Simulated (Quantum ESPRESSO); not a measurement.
# BaTiO3 (Barioperovskite) (Amm2) in Quantum ESPRESSO: further runs, part 2 of 2

Quantum ESPRESSO 7.5. Earlier steps stand in the parts before.

### Step 3. Hubbard U by linear response, PBEsol+U

Input file pw.in:

```
&CONTROL
  calculation = 'scf'
  prefix = 'pwscf'
  outdir = './tmp'
  pseudo_dir = './pseudo'
  tprnfor = .true.
  tstress = .true.
  disk_io = 'low'
/
&SYSTEM
  ibrav = 0
  celldm(1) = 8
  nat = 5
  ntyp = 3
  ecutwfc = 45
  ecutrho = 360
  nbnd = 31
  occupations = 'smearing'
  smearing = 'fd'
  degauss = 0.00367493
/
&ELECTRONS
  conv_thr = 1d-09
  electron_maxstep = 120
  mixing_beta = 0.3
/
ATOMIC_SPECIES
Ti    47.8670 ti_pbesol_v1.4.uspp.F.UPF
Ba   137.3270 ba_pbesol_v1.uspp.F.UPF
O     15.9990 o_pbesol_v1.2.uspp.F.UPF
CELL_PARAMETERS alat
  0.9414379337120   0.0000000000000   0.0000000000000
  0.0000000000000   0.6701205053689   0.6720692854349
  0.0000000000000  -0.6701205053689   0.6720692854349
ATOMIC_POSITIONS crystal
Ti     0.5000000000    0.5124000000    0.5124000000
Ba     0.0000000000    0.0000000000    0.0000000000
O      0.5000000000    0.9918400000    0.5052400000
O      0.5000000000    0.5052400000    0.9918400000
O      0.0000000000    0.4874000000    0.4874000000
K_POINTS automatic
4 4 4 0 0 0
HUBBARD {atomic}
U Ti-3d 0.0001
```

Input file scf2.in:

```
&CONTROL
  calculation = 'scf'
  prefix = 'pwscf'
  outdir = './tmp'
  pseudo_dir = './pseudo'
  tprnfor = .true.
  tstress = .true.
  disk_io = 'low'
/
&SYSTEM
  ibrav = 0
  celldm(1) = 8
  nat = 5
  ntyp = 3
  ecutwfc = 45
  ecutrho = 360
  nbnd = 31
  occupations = 'fixed'
/
&ELECTRONS
  conv_thr = 1d-13
  electron_maxstep = 120
  mixing_beta = 0.3
  startingpot = 'file'
  startingwfc = 'file'
/
ATOMIC_SPECIES
Ti    47.8670 ti_pbesol_v1.4.uspp.F.UPF
Ba   137.3270 ba_pbesol_v1.uspp.F.UPF
O     15.9990 o_pbesol_v1.2.uspp.F.UPF
CELL_PARAMETERS alat
  0.9414379337120   0.0000000000000   0.0000000000000
  0.0000000000000   0.6701205053689   0.6720692854349
  0.0000000000000  -0.6701205053689   0.6720692854349
ATOMIC_POSITIONS crystal
Ti     0.5000000000    0.5124000000    0.5124000000
Ba     0.0000000000    0.0000000000    0.0000000000
O      0.5000000000    0.9918400000    0.5052400000
O      0.5000000000    0.5052400000    0.9918400000
O      0.0000000000    0.4874000000    0.4874000000
K_POINTS automatic
4 4 4 0 0 0
HUBBARD {atomic}
U Ti-3d 0.0001
```

Input file hp.in:

```
&INPUTHP
  prefix = 'pwscf'
  outdir = './tmp'
  nq1 = 2
  nq2 = 2
  nq3 = 2
  conv_thr_chi = 1d-06
  niter_max = 80
  iverbosity = 1
  alpha_mix(1) = 0.3
/
```

Potentials or basis: GBRV 1.5 PBEsol.

Started as:

```console
> OMP_NUM_THREADS=1 mpirun -n 4 pw.x -nk 2 -in pw.in > pw.out
> OMP_NUM_THREADS=1 mpirun -n 4 pw.x -nk 2 -in scf2.in > scf2.out
> OMP_NUM_THREADS=1 mpirun -n 4 hp.x -nk 2 -in hp.in > hp.out
```

pw.out:

```text
This program is part of the open-source Quantum ESPRESSO suite
     for quantum simulation of materials; please cite
[... 6 lines left out ...]
     using ibrav=0 with symmetry is DISCOURAGED, use correct ibrav instead

     K-points division:     npool     =       2
     Subspace diagonalization in iterative solution of the eigenvalue problem:
     a serial algorithm will be used

     --------------------
     sticks:   dense  smooth     PW     G-vecs:    dense   smooth      PW
     Min         818     408    121                25042     8862    1480
     Max         819     409    124                25043     8863    1481
     Sum        1637     817    245                50085    17725    2961

     Using Slab Decomposition

     bravais-lattice index     =            0
     lattice parameter (alat)  =       8.0000  a.u.
     unit-cell volume          =     434.1688 (a.u.)^3
     number of atoms/cell      =            5
     number of atomic types    =            3
     number of electrons       =        40.00
     number of Kohn-Sham states=           31
     kinetic-energy cutoff     =      45.0000  Ry
     charge density cutoff     =     360.0000  Ry
     scf convergence threshold =      1.0E-09
     mixing beta               =       0.3000
     number of iterations used =            8  plain     mixing
     Exchange-correlation= SLA  PW   PSX  PSC
                           (   1   4  10   8   0   0   0)
     Hubbard projectors: atomic
     Hubbard parameters of DFT+U (Dudarev formulation) in eV:
     U(Ti-3d) =  0.0001

     Internal variables: lda_plus_u =T, lda_plus_u_kind = 0

     Internal variables: orbital_resolved =F, hub_pot_fix =F, apply_U = F

     celldm(1)=   8.000000  celldm(2)=   0.000000  celldm(3)=   0.000000
     celldm(4)=   0.000000  celldm(5)=   0.000000  celldm(6)=   0.000000

     crystal axes: (cart. coord. in units of alat)
               a(1) = (   0.941438   0.000000   0.000000 )
               a(2) = (   0.000000   0.670121   0.672069 )
               a(3) = (   0.000000  -0.670121   0.672069 )

     reciprocal axes: (cart. coord. in units 2 pi/alat)
               b(1) = (  1.062205  0.000000 -0.000000 )
               b(2) = ( -0.000000  0.746134  0.743971 )
               b(3) = (  0.000000 -0.746134  0.743971 )

     PseudoPot. # 1 for Ti read from file:
     ti_pbesol_v1.4.uspp.F.UPF
     Pseudo is Ultrasoft + core correction, Zval = 12.0
     Generated by new atomic code, or converted to UPF format
     Using radial grid of  851 points,  6 beta functions with:
                l(1) =   0
                l(2) =   0
                l(3) =   1
                l(4) =   1
                l(5) =   2
                l(6) =   2
     Q(r) pseudized with  6 coefficients,  rinner =    1.000   1.000   1.000
                                                       1.000   1.000

     PseudoPot. # 2 for Ba read from file:
     ba_pbesol_v1.uspp.F.UPF
     Pseudo is Ultrasoft + core correction, Zval = 10.0
     Generated by new atomic code, or converted to UPF format
     Using radial grid of  907 points,  7 beta functions with:
                l(1) =   0
                l(2) =   0
                l(3) =   1
                l(4) =   1
                l(5) =   2
                l(6) =   2
                l(7) =   3
     Q(r) pseudized with  6 coefficients,  rinner =    1.700   1.700   1.700
                                                       1.700   1.700   1.700
                                                       1.700

     PseudoPot. # 3 for O  read from file:
[... 53 lines left out ...]

     Smooth grid:    17725 G-vectors     FFT dimensions: (  36,  36,  36)

     Check: negative core charge=   -0.000007

     Initial potential from superposition of free atoms

     starting charge      38.9861, renormalised to      40.0000

     negative rho (up, down):  9.944E-02 0.000E+00

     STARTING HUBBARD OCCUPATIONS:

     =================== HUBBARD OCCUPATIONS ===================
     ------------------------ ATOM    1 ------------------------
     Tr[ns(  1)] =   1.00000
     eigenvalues:
       0.100  0.100  0.100  0.100  0.100
     eigenvectors (columns):
       1.000  0.000  0.000  0.000  0.000
       0.000  1.000  0.000  0.000  0.000
       0.000  0.000  1.000  0.000  0.000
       0.000  0.000  0.000  1.000  0.000
       0.000  0.000  0.000  0.000  1.000
     occupation matrix ns (before diag.):
       0.100  0.000  0.000  0.000  0.000
       0.000  0.100  0.000  0.000  0.000
       0.000  0.000  0.100  0.000  0.000
       0.000  0.000  0.000  0.100  0.000
       0.000  0.000  0.000  0.000  0.100

     Number of occupied Hubbard levels =    1.0000

     Atomic wfc used for Hubbard projectors are NOT orthogonalized

     Starting wfcs are   35 randomized atomic wfcs

     Self-consistent Calculation

     iteration #  1     ecut=    45.00 Ry     beta= 0.30
     Davidson diagonalization with overlap
     ethr =  1.00E-02,  avg # of iterations =  3.0

     =================== HUBBARD OCCUPATIONS ===================
     ------------------------ ATOM    1 ------------------------
     Tr[ns(  1)] =   2.27369
     eigenvalues:
       0.165  0.166  0.167  0.319  0.320
     eigenvectors (columns):
      -0.000  0.871 -0.000  0.492 -0.000
      -0.000  0.000  1.000 -0.000  0.000
      -0.000 -0.000 -0.000  0.000  1.000
      -0.000  0.492 -0.000 -0.871  0.000
       1.000  0.000  0.000  0.000  0.000
     occupation matrix ns (before diag.):
[... 94 lines left out ...]
     iteration # 11     ecut=    45.00 Ry     beta= 0.30
     Davidson diagonalization with overlap
     ethr =  1.08E-11,  avg # of iterations =  2.0

     negative rho (up, down):  8.865E-02 0.000E+00

     End of self-consistent calculation

     =================== HUBBARD OCCUPATIONS ===================
     ------------------------ ATOM    1 ------------------------
     Tr[ns(  1)] =   2.98555
     eigenvalues:
       0.237  0.237  0.240  0.389  0.390
     eigenvectors (columns):
      -0.000  0.872 -0.000 -0.489 -0.000
      -0.000  0.000  1.000  0.000  0.000
      -0.000 -0.000  0.000 -0.000  1.000
      -0.000  0.489 -0.000  0.872  0.000
       1.000  0.000  0.000 -0.000  0.000
     occupation matrix ns (before diag.):
       0.273 -0.000 -0.000 -0.065  0.000
      -0.000  0.240 -0.000  0.000  0.000
      -0.000 -0.000  0.390  0.000  0.000
      -0.065  0.000  0.000  0.353 -0.000
[... 6 lines left out ...]
   -46.0518 -22.4053 -22.4025 -22.3883 -14.4325  -6.5439  -5.8571  -5.8455
     0.3638   0.3696   0.3871   7.9047   7.9063   7.9084   8.9705   9.0287
     9.0810   9.8638   9.9716  10.0170  12.0436  12.1074  12.2687  14.2941
    14.3392  15.1653  15.2603  17.4096  18.7713  18.8001  18.8055

          k = 0.0000-0.1865 0.1860 (  2214 PWs)   bands (ev):

   -46.0515 -22.4290 -22.4027 -22.3873 -14.3734  -6.6214  -5.8348  -5.7570
     0.4479   0.4708   0.5905   7.0410   7.7129   7.7130   8.4320   8.5728
     8.7453   8.9594   9.6046   9.7076  12.2087  12.9901  13.0453  14.3270
    15.4666  16.1514  16.3095  18.6235  18.7928  19.3261  19.3673
[... 38 lines left out ...]
   -46.0514 -22.4156 -22.4041 -22.4013 -14.3701  -6.6145  -5.8368  -5.7547
     0.4530   0.4566   0.5948   7.0156   7.7180   7.7241   8.4979   8.5476
     8.6337   8.9837   9.6859   9.6872  12.1529  12.9601  13.0082  14.2927
    15.4762  16.2572  16.2672  18.6032  18.8244  19.3624  19.3773

          k = 0.2656-0.1865 0.1860 (  2218 PWs)   bands (ev):

   -46.0511 -22.4275 -22.4141 -22.4016 -14.3216  -6.5111  -5.8288  -5.7551
     0.3522   0.5483   0.6661   6.7048   7.1305   7.5471   7.6776   8.1125
     8.6109   9.1630   9.2963   9.7182  12.9159  13.1039  13.3247  14.8278
    16.2576  16.8790  17.3049  18.7503  19.2045  19.3899  20.2443
[... 38 lines left out ...]
   -46.0510 -22.4425 -22.4030 -22.4001 -14.3057  -6.7745  -5.8163  -5.5464
     0.5476   0.5551   0.7926   6.2046   7.4162   7.4274   8.1396   8.2043
     8.3752   8.4589   9.3895   9.4401  12.2297  13.7335  13.8164  14.2735
    16.1210  17.3478  17.8010  18.4433  19.8832  19.8973  20.1234

          k =-0.5311-0.1865 0.1860 (  2196 PWs)   bands (ev):

   -46.0507 -22.4407 -22.4259 -22.4004 -14.2684  -6.5123  -5.7831  -5.6621
     0.4280   0.5413   0.6544   6.1110   6.7654   7.0251   7.4411   7.9190
     8.7961   8.8158   9.1200   9.6999  13.0476  13.7818  13.9047  14.8870
    16.9455  17.8263  18.7781  18.8414  19.2427  19.9639  20.3168
[... 31 lines left out ...]
   -46.0497 -22.4487 -22.4460 -22.4364 -14.1641  -5.6328  -5.6239  -5.6100
    -0.3895  -0.3529  -0.3453   5.7120   6.4003   6.4205   7.8096   7.8257
     7.8366  10.1532  10.1878  10.1984  14.3953  14.4379  14.4488  16.8191
    16.8725  16.9159  18.0180  18.0574  20.5317  20.6069  21.0807

     the Fermi energy is    11.1512 ev

!    total energy              =    -286.73582419 Ry
     estimated scf accuracy    <          9.8E-10 Ry
     smearing contrib. (-TS)   =      -0.00000000 Ry
     internal energy E=F+TS    =    -286.73582419 Ry

     The total energy is F=E-TS. E is the sum of the following terms:
     one-electron contribution =     -72.44493957 Ry
     hartree contribution      =      59.89777658 Ry
     xc contribution           =     -67.27110100 Ry
     ewald contribution        =    -206.91756770 Ry
     Hubbard energy            =       0.00000749 Ry

     convergence has been achieved in  11 iterations

     negative rho (up, down):  8.865E-02 0.000E+00

     Forces acting on atoms (cartesian axes, Ry/au):

     atom    1 type  1   force =     0.00000000    0.00000000    0.01100408
     atom    2 type  2   force =     0.00000000   -0.00000000    0.00606673
     atom    3 type  3   force =     0.00000000   -0.00111673   -0.01212364
     atom    4 type  3   force =     0.00000000    0.00111673   -0.01212364
     atom    5 type  3   force =     0.00000000    0.00000000    0.00717647

     Total force =     0.022491     Total SCF correction =     0.000018

     Computing stress (Cartesian axis) and pressure

     negative rho (up, down):  8.865E-02 0.000E+00
          total   stress  (Ry/bohr**3)                   (kbar)     P=      -29.05
  -0.00019274  -0.00000000  -0.00000000          -28.35       -0.00       -0.00
   0.00000000  -0.00017784   0.00000000            0.00      -26.16        0.00
  -0.00000000  -0.00000000  -0.00022187           -0.00       -0.00      -32.64

=------------------------------------------------------------------------------=
   JOB DONE.
=------------------------------------------------------------------------------=
```

Wall time 5.4 min (4 MPI ranks of Arm Neoverse V1, shared host); peak memory 0.64 GiB.

Results:

| Item | Value |
| --- | --- |
| Free energy | -3901.2396 eV |
| Pressure | -2.9 GPa |
| Largest force | 0.313 eV/Å |
| Band gap on the k mesh | 1.85 eV, indirect (least direct gap 2.03 eV) |
| Hubbard U from linear response | 4.25 eV |

Forces in eV/Å, atoms in the order of the input:
```
Ti   0.000  0.000  0.283
Ba   0.000  0.000  0.156
O    0.000 -0.029 -0.312
O    0.000  0.029 -0.312
O    0.000  0.000  0.184
```

Stress tensor (GPa, compression positive):
```
-2.84  0.00  0.00
 0.00 -2.62  0.00
 0.00  0.00 -3.27
```

Eigenvalues of the final occupation matrices:
```
   site  spin  trace               eigenvalues
Ti 1 3d  each   1.49  0.24 0.24 0.24 0.39 0.39
```

Hubbard U from linear response:
| site | manifold | U (eV) |
| --- | --- | --- |
| 1 | Ti-3d | 4.25 |
On the first site the bare response is -0.553 and the screened one -0.165 eV⁻¹.

Caveat: spin-orbit coupling is left out, which moves the levels of the heavy elements. A k mesh can miss the band edges.
